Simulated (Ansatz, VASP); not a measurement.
# One calculation of Si, two programs

File INCAR:

```
ALGO = Normal
EDIFF = 1E-7
ENCUT = 520
GGA = PS
ISIF = 2
ISMEAR = 0
LASPH = True
LCHARG = True
LELF = True
LREAL = False
LVHAR = True
LWAVE = False
NBANDS = 8
NELM = 100
PREC = Accurate
SIGMA = 0.15
```

Contents of KPOINTS:

```
k-points
0
Gamma
  21 21 20
```

The input POSCAR:

```
Si
1.0
    2.5419265304      0.0000000000      0.0000000000
   -1.2709632652      2.2013729499      0.0000000000
    0.0000000000      0.0000000000      2.4663543900
Si
1
Direct
    0.0000000000      0.0000000000      0.0000000000
```

Input for Ansatz:

```yaml
crystal:
  lattice:
    - [2.5419265304, 0.0, 0.0]
    - [-1.2709632652, 2.2013729499, 0.0]
    - [0.0, 0.0, 2.46635439]
  atoms:
    - { symbol: Si, position: [0.0, 0.0, 0.0] }
basis:
  ecutwfc: 420
kpoints:
  mp_grid: { grid: [21, 21, 20] }
hamiltonian:
  xc: pbesol
scf:
  occupations: { method: gaussian, width: 0.15 }
output:
  forces: true
  stress: true
  eigenvalues: true
```

Change from the starting cell: strain -0.030 along x and y, +0.000 along z, atoms carried along.

Alike in both runs: task single point; functional PBEsol; k mesh 21 × 21 × 20; occupations gaussian, width 0.15 eV; no spin polarisation.

|  | VASP | Ansatz |
| --- | --- | --- |
| version | VASP 6.6.1 | Ansatz 0.2.0 |
| potentials or method | VASP PAW PBE potentials, release 64 (Si) | scalar-relativistic, plane waves, PAW |
| plane-wave cutoff (eV) | 520 | 420 |
| valence electrons in the cell | 4 | 4 |

VASP gave:

| Item | Value |
| --- | --- |
| gap on the k mesh at the Fermi level (eV) | none |
| pressure (GPa) | 9.0 |
| largest component of the traceless stress (GPa) | 6.59 |

Question: What did Ansatz give for the same quantities?

Answer: gap on the k mesh at the Fermi level (eV): none; pressure (GPa): 8.8; largest component of the traceless stress (GPa): 6.62.

A gap of «none» marks a metal or a gap that the smearing closes. With one functional, cell and mesh, what is left measures potentials, basis and numerics.

Caveats: the PAW data sets were made with another functional, which shifts forces and pressure a little (VASP).
